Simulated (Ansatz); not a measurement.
# Pb (Fd-3m) in Ansatz: further runs

Runs on Pb. Level: LDA. Tasks: single point, equation of state.

Program: Ansatz 0.2.0. These are calculated values, not measurements. Logs are shortened: lines on timing, memory, paths and dates and some standing lists are left out, and cuts for length are marked.

### Step 1. The structure

Symmetry: Fd-3m, No. 227, cubic system. The conventional cell has a = 6.878 Å, b = 6.878 Å, c = 6.878 Å, α = 90.00°, β = 90.00°, γ = 90.00°. Around Pb (site symmetry -43m) lie 4 Pb at 2.98 Å.

This isn't the form of Pb at room conditions, which is fcc.

### Step 2. Single point, LDA, 38.23 Å³/atom (volume scaled by 0.94)

Contents of input.yaml:

```yaml
crystal:
  lattice:
    - [0.0, 3.3687966822, 3.3687966822]
    - [3.3687966822, 0.0, 3.3687966822]
    - [3.3687966822, 3.3687966822, 0.0]
  atoms:
    - { symbol: Pb, position: [0.25, 0.25, 0.25] }
    - { symbol: Pb, position: [0.0, 0.0, 0.0] }
kpoints:
  mp_grid: { grid: [7, 7, 7] }
scf:
  occupations: { method: fermi_dirac, width: 0.05 }
hamiltonian:
  xc: lda
  pseudopotentials: { kind: all_electron, lapw: { basis_error: 0.001 } }
output:
  forces: true
  stress: true
  eigenvalues: true
```

Potentials or basis: all-electron LAPW, scalar-relativistic.

Started as:

```bash
ansatz run input.yaml --threads 1 --pin off --max-ram 3072MiB --backend cpu --events-out ev --progress --plain --runs-dir out
```

Log:

```text
Warning: RAYON_NUM_THREADS=1 ignored (pool sized by the plan → 1); use --threads N
LAPW: plane waves up to 7.990 Å⁻¹, error target 1.0e-3 eV per atom; small_component_spin mean_spin; Pb in spheres of 1.459 Å, 36 of its electrons in bands, Dirac shells [] (how accurate: hamiltonian.pseudopotentials.lapw.basis_error, Limitations)
Engine: ansatz 0.2.0, x86_64-unknown-linux-gnu
Pseudopotentials: kind: all_electron
Pseudopotential: Pb, LAPW, valence charge 36, lapw/all_electron/scalar/gaussian/Pb, Koelling and Harmon's equation, gaussian nucleus
Functional definition: SPW92
  exchange = slater_x
  correlation = pw_c
Crystal: 2 atoms, lattice volume = 76.464 Å³
Basis set: ecut = 243.20452769440385 eV, 645 PW (Γ), exchange–correlation at level 2
Bands: 44, of which v1, the nominal top of the filled ones, is band 36 counted from 1 (35 counted from 0)
Symmetry: 48 space group operations
Space group: Fd-3m (ITA 227), of the structure as read, at distance tolerance 4.2e-5 Å
k-points: 20 of 343
Non-local potential: Pb, projectors of the file, none
Initial density: superposition of atomic densities (chi_scale 0.1, normalization cell)
Initial wavefunctions: plane waves of lowest kinetic energy (no species holds an atomic orbital)
Functional: x = slater, c = lda
iter 1 solved again at ethr=2.18e-4 eV; its pass at ethr=1.00e-1 eV (dr2=1.57e-1 eV) is discarded
SCF iter   1: F=—  HF=-1135524.955933 eV  |F-HF|=—  |Δ(HF+E_count)|=         —  Δρ=1.21e-2  dr2=1.57e-1  ethr=2.18e-4  ⟨swp⟩=2.8  Hψ=5371  notcnv=0
preconditioner: auto → none  [metal: Δε(μ)=0.104 eV  Ē_g=19.373 eV  σ=0.050 eV  W_gap=0.48  n_scr=26 (ndim 8)  ℏωp=22.5 eV  f_vac=0.313  D(μ)=0.76/eV (n_scr^D=0)  sad-step TF]
SCF iter   2: F=—  HF=-1135524.921709 eV  |F-HF|=—  |Δ(HF+E_count)|=   3.42e-2  Δρ=8.74e-3  dr2=1.09e-1  ethr=2.18e-4  ⟨swp⟩=2.0  Hψ=2467  notcnv=0
iter 3 solved again at ethr=1.93e-6 eV; its pass at ethr=1.52e-4 eV (dr2=1.39e-3 eV) is discarded
SCF iter   3: F=—  HF=-1135524.894230 eV  |F-HF|=—  |Δ(HF+E_count)|=   2.75e-2  Δρ=1.44e-3  dr2=1.39e-3  ethr=1.93e-6  ⟨swp⟩=2.0  Hψ=4432  notcnv=0
SCF iter   4: F=—  HF=-1135524.888640 eV  |F-HF|=—  |Δ(HF+E_count)|=   5.59e-3  Δρ=3.35e-4  dr2=8.99e-5  ethr=1.93e-6  ⟨swp⟩=2.0  Hψ=2464  notcnv=0
SCF iter   5: F=—  HF=-1135524.888699 eV  |F-HF|=—  |Δ(HF+E_count)|=   5.91e-5  Δρ=7.79e-5  dr2=4.75e-6  ethr=1.25e-7  ⟨swp⟩=2.9  Hψ=2488  notcnv=0
SCF iter   6: F=—  HF=-1135524.888682 eV  |F-HF|=—  |Δ(HF+E_count)|=   1.64e-5  Δρ=7.58e-6  dr2=4.37e-8  ethr=6.60e-9  ⟨swp⟩=2.9  Hψ=2492  notcnv=0
SCF iter   7: F=-1135524.888682 eV  HF=-1135524.888682 eV  |F-HF|=2.33e-10  |Δ(HF+E_count)|=   9.55e-9  Δρ=8.60e-7  dr2=5.39e-10  ethr=6.07e-11  ⟨swp⟩=3.0  Hψ=2515  notcnv=0
SCF 1 converged in 7 iterations: F = -1135524.888682 eV  dr2 = 5.39e-10
SCF converged after 7 iterations
Free energy (F): -1135524.888682 eV
Harris-Foulkes:  -1135524.888682 eV  (|F-HF|=2.33e-10)
Internal energy: -1135524.882697 eV  (E = F + TS)
E sigma→0 (E₀):  -1135524.885690 eV
Entropy (-TS):   -0.005985 eV (-2.992 meV/atom)
Fermi energy:    11.191211 eV
--- Per-component energies (eV) ---
  E_band       = -4717.082909
  E_kinetic    = 1308865.549242
  E_xc         = -20548.718890
  E_electrostatic = -2423841.713049  (all electrons and nuclei)
  E_smearing   = -0.005985  (= −TS)
  E_closure    = 0.000000  (closes the sum)
  E_atoms      = -1135517.016849  (free atoms, spherical and without spin; not in F)
  Σ components = -1135524.888682   (vs F -1135524.888682, Δ=0.00e0)
  Basis errors (estimates in eV, not in F): energy 4.2e-4 per atom: plane waves 3.9e-4 (2.3e-4 summed), levels above the bands 1.0e-77, relativity 1.6e-8, radial functions 3.0e-5, core shells 3.9e-7; eigenvalues (radial functions only) 4.3e-7; not estimated: angular momenta, meshes, grids; target (lapw.basis_error) 1.0e-3; muffin-tin radii Pb 1.459 Å
--- Forces (eV/Å), atoms counted from 1 ---
  atom   1  Pb    -0.00000000     0.00000000    -0.00000000
  atom   2  Pb    -0.00000000    -0.00000000    -0.00000000
  max |Σ_I F_I| component: 1.19e-18 eV/Å
--- Stress (GPa, compression-positive) ---
        1.495939      -0.000000       0.000000
       -0.000000       1.495939      -0.000000
        0.000000      -0.000000       1.495939
  P = ⅓ Tr σ = 1.4959 GPa (14.959 kbar)
--- Band table (eV; the first three rows and the last of 20) ---
  k-point 0: bands = ["-128.5213", "-128.5199", "-117.6465", "-117.6465", "-117.6465", "-117.6464", "-117.6464", "-117.6464", "-117.6463", "-117.6463", "-117.6463", "-117.6463", "-117.6463", "-117.6463", "-117.6462", "-117.6462", "-70.2238", "-70.2238", "-70.2238", "-70.2079", "-70.2079", "-70.2079", "-6.0599", "-6.0599", "-6.0599", "-5.9689", "-5.9689", "-5.4637", "-5.4637", "-5.4637", "-5.4234", "-5.4234", "-0.3709", "7.5115", "11.6271", "11.6271", "11.6271", "13.6436", "13.6436", "13.6436", "15.2523", "19.1894", "19.1894", "19.1894"]
  k-point 1: bands = ["-128.5212", "-128.5199", "-117.6465", "-117.6465", "-117.6465", "-117.6464", "-117.6464", "-117.6464", "-117.6463", "-117.6463", "-117.6463", "-117.6463", "-117.6463", "-117.6463", "-117.6462", "-117.6462", "-70.2240", "-70.2240", "-70.2235", "-70.2083", "-70.2077", "-70.2077", "-6.0817", "-6.0817", "-6.0550", "-5.9368", "-5.9368", "-5.4960", "-5.4960", "-5.4787", "-5.3966", "-5.3966", "-0.1821", "6.8013", "11.2188", "11.2653", "11.2653", "14.0817", "14.0817", "14.0913", "16.4444", "18.5210", "18.5210", "18.6315"]
  k-point 2: bands = ["-128.5211", "-128.5200", "-117.6465", "-117.6465", "-117.6465", "-117.6464", "-117.6464", "-117.6464", "-117.6463", "-117.6463", "-117.6463", "-117.6463", "-117.6463", "-117.6463", "-117.6462", "-117.6462", "-70.2245", "-70.2245", "-70.2227", "-70.2091", "-70.2073", "-70.2073", "-6.1057", "-6.1057", "-6.0436", "-5.8931", "-5.8931", "-5.5301", "-5.5301", "-5.5126", "-5.3716", "-5.3716", "0.3435", "5.3629", "10.5889", "10.7294", "10.7294", "14.6391", "14.6391", "15.6622", "16.9343", "18.5302", "18.5302", "19.8292"]
  k-point 19: bands = ["-128.5207", "-128.5205", "-117.6465", "-117.6465", "-117.6464", "-117.6464", "-117.6464", "-117.6464", "-117.6463", "-117.6463", "-117.6463", "-117.6463", "-117.6463", "-117.6463", "-117.6462", "-117.6462", "-70.2259", "-70.2256", "-70.2173", "-70.2145", "-70.2062", "-70.2059", "-6.1760", "-6.1553", "-5.9083", "-5.7977", "-5.7466", "-5.6945", "-5.6806", "-5.5990", "-5.3085", "-5.2873", "2.1121", "2.9584", "8.2574", "9.0225", "13.1122", "14.6418", "15.6861", "15.9826", "18.9340", "19.9726", "21.2264", "21.6608"]
```

It took 29 s on 1 thread of Intel Xeon at 2.50GHz (Skylake/Cascade Lake), shared host; peak memory 0.32 GiB.

Results:

```yaml
Free_energy: -1135524.8887 eV
Pressure: 1.5 GPa
Band_gap_on_the_k_mesh: none (metal or under the smearing width)
```

### Step 3. Single point, LDA, 39.05 Å³/atom (volume scaled by 0.96)

Edit input.yaml of step 2 so:

```diff
@@ -2,5 +2,5 @@
   lattice:
-    - [0.0, 3.3687966822, 3.3687966822]
-    - [3.3687966822, 0.0, 3.3687966822]
-    - [3.3687966822, 3.3687966822, 0.0]
+    - [0.0, 3.3925213842, 3.3925213842]
+    - [3.3925213842, 0.0, 3.3925213842]
+    - [3.3925213842, 3.3925213842, 0.0]
   atoms:
```

Potentials or basis: all-electron LAPW, scalar-relativistic.

Started as:

```bash
ansatz run input.yaml --threads 1 --pin off --max-ram 3072MiB --backend cpu --events-out ev --progress --plain --runs-dir out
```

It took 29 s on 1 thread of Intel Xeon at 2.50GHz (Skylake/Cascade Lake), shared host; peak memory 0.33 GiB.

The run converged. Its results:

- Free energy: -1135524.8996 eV
- Pressure: 0.7 GPa
- Band gap on the k mesh: none (metal or under the smearing width)

### Step 4. Single point, LDA, 39.86 Å³/atom (volume scaled by 0.98)

Edit input.yaml of step 3 so:

```diff
@@ -2,5 +2,5 @@
   lattice:
-    - [0.0, 3.3925213842, 3.3925213842]
-    - [3.3925213842, 0.0, 3.3925213842]
-    - [3.3925213842, 3.3925213842, 0.0]
+    - [0.0, 3.4159188228, 3.4159188228]
+    - [3.4159188228, 0.0, 3.4159188228]
+    - [3.4159188228, 3.4159188228, 0.0]
   atoms:
```

Started as:

```bash
ansatz run input.yaml --threads 1 --pin off --max-ram 3072MiB --backend cpu --events-out ev --progress --plain --runs-dir out
```

Run time: 30 s. Hardware: 1 thread of Intel Xeon at 2.50GHz (Skylake/Cascade Lake), shared host; peak memory 0.32 GiB.

The run converged. Its results:

| Quantity | Value |
| --- | --- |
| Free energy | -1135524.9027 eV |
| Pressure | -0.1 GPa |
| Band gap on the k mesh | none (metal or under the smearing width) |

### Step 5. Single point, LDA, 40.67 Å³/atom

Edit input.yaml of step 4 so:

```diff
@@ -2,5 +2,5 @@
   lattice:
-    - [0.0, 3.4159188228, 3.4159188228]
-    - [3.4159188228, 0.0, 3.4159188228]
-    - [3.4159188228, 3.4159188228, 0.0]
+    - [0.0, 3.4390000555, 3.4390000555]
+    - [3.4390000555, 0.0, 3.4390000555]
+    - [3.4390000555, 3.4390000555, 0.0]
   atoms:
```

Started as:

```bash
ansatz run input.yaml --threads 1 --pin off --max-ram 3072MiB --backend cpu --events-out ev --progress --plain --runs-dir out
```

It took 36 s on 1 thread of Intel Xeon at 2.50GHz (Skylake/Cascade Lake), shared host; peak memory 0.33 GiB.

The run converged. Its results:

| Item | Value |
| --- | --- |
| Free energy | -1135524.8988 eV |
| Pressure | -0.7 GPa |
| Band gap on the k mesh | none (metal or under the smearing width) |

### Step 6. Single point, LDA, 41.49 Å³/atom (volume scaled by 1.02)

Edit input.yaml of step 5 so:

```diff
@@ -2,5 +2,5 @@
   lattice:
-    - [0.0, 3.4390000555, 3.4390000555]
-    - [3.4390000555, 0.0, 3.4390000555]
-    - [3.4390000555, 3.4390000555, 0.0]
+    - [0.0, 3.461775554, 3.461775554]
+    - [3.461775554, 0.0, 3.461775554]
+    - [3.461775554, 3.461775554, 0.0]
   atoms:
```

Potentials or basis: all-electron LAPW, scalar-relativistic.

Started as:

```bash
ansatz run input.yaml --threads 1 --pin off --max-ram 3072MiB --backend cpu --events-out ev --progress --plain --runs-dir out
```

It used 28 s of CPU time on 1 thread of Intel(R) Xeon(R) Processor @ 2.50GHz (Skylake/Cascade Lake) (shared host), which was overloaded at the time.

Results (log left out):

| Item | Value |
| --- | --- |
| Free energy | -1135524.8887 eV |
| Pressure | -1.3 GPa |
| Band gap on the k mesh | none (metal or under the smearing width) |

### Step 7. Single point, LDA, 42.30 Å³/atom (volume scaled by 1.04)

Edit input.yaml of step 6 so:

```diff
@@ -2,5 +2,5 @@
   lattice:
-    - [0.0, 3.461775554, 3.461775554]
-    - [3.461775554, 0.0, 3.461775554]
-    - [3.461775554, 3.461775554, 0.0]
+    - [0.0, 3.484255246, 3.484255246]
+    - [3.484255246, 0.0, 3.484255246]
+    - [3.484255246, 3.484255246, 0.0]
   atoms:
```

Started as:

```bash
ansatz run input.yaml --threads 1 --pin off --max-ram 3072MiB --backend cpu --events-out ev --progress --plain --runs-dir out
```

It used 25 s of CPU time on 1 thread of Intel(R) Xeon(R) Processor @ 2.50GHz (Skylake/Cascade Lake) (shared host), which was overloaded at the time.

The run converged. Its results:

* Free energy: -1135524.8731 eV
* Pressure: -1.8 GPa
* Band gap on the k mesh: none (metal or under the smearing width)

### Step 8. Single point, LDA, 43.11 Å³/atom (volume scaled by 1.06)

Edit input.yaml of step 7 so:

```diff
@@ -2,5 +2,5 @@
   lattice:
-    - [0.0, 3.484255246, 3.484255246]
-    - [3.484255246, 0.0, 3.484255246]
-    - [3.484255246, 3.484255246, 0.0]
+    - [0.0, 3.5064485529, 3.5064485529]
+    - [3.5064485529, 0.0, 3.5064485529]
+    - [3.5064485529, 3.5064485529, 0.0]
   atoms:
```

Started as:

```bash
ansatz run input.yaml --threads 1 --pin off --max-ram 3072MiB --backend cpu --events-out ev --progress --plain --runs-dir out
```

Run time: 36 s. Hardware: 1 thread of Intel Xeon at 2.50GHz (Skylake/Cascade Lake), shared host; peak memory 0.32 GiB.

The run converged. Its results:

```
Free energy            : -1135524.8527 eV
Pressure               : -2.2 GPa
Band gap on the k mesh : none (metal or under the smearing width)
```

### Step 9. Equation of state, LDA

Potentials or basis: all-electron LAPW, scalar-relativistic.

No new run: the results of the series are fitted here.

What came out:

```yaml
Equilibrium_volume: 39.80 Å³/atom
Bulk_modulus: 34 GPa
Pressure_derivative_of_the_bulk_modulus: 4.8
```

Energy against volume, from the lowest point:
| volume (Å³/atom) | energy (meV/atom) |
| --- | --- |
| 38.232 | 7.01 |
| 39.045 | 1.55 |
| 39.859 | 0.00 |
| 40.672 | 1.94 |
| 41.486 | 6.98 |
| 42.299 | 14.77 |
| 43.112 | 25.00 |

The run has no spin-orbit coupling, so splittings on Pb are missing.
